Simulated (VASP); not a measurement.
Pb:

```
Pb
1.0
    -1.97966    1.97966    1.97966
     1.97966   -1.97966    1.97966
     1.97966    1.97966   -1.97966
Pb
1
Direct
  0.00000 0.00000 0.00000
```

This isn't the form of Pb at room conditions, which is fcc.

```yaml
Program: VASP 6.6.1
Task: relaxation of cell and atoms
Functional: LDA
Potentials_or_basis: VASP PAW LDA potentials, release 64 (Pb_d)
Cutoff: 600 eV
k_mesh: 8 × 8 × 8
Occupations: fermi-dirac, width 0.05 eV
Spin: no spin polarisation
```

At the start: pressure -2.9 GPa; volume 31.03 Å³/atom.

Problem. Where does the relaxation end?

Solution. Over 3 steps the energy falls by 17.4 meV/atom and the volume is 29.19 Å³/atom (-5.9 %); space group Im-3m (No. 229, to 0.05 Å).

Step by step:
| step | energy change (eV) | largest force (eV/Å) | pressure (GPa) | volume (Å³) |
| --- | --- | --- | --- | --- |
| 1 | 0.0000 | 0.0000 | -2.86 | 31.03 |
| 2 | -0.0154 | 0.0000 | 1.13 | 28.61 |
| 3 | -0.0174 | 0.0000 | -0.01 | 29.19 |

Final structure:
```
Pb
1.0
    -1.93964    1.93964    1.93964
     1.93964   -1.93964    1.93964
     1.93964    1.93964   -1.93964
Pb
1
Cartesian
  0.0000 0.0000 0.0000
```
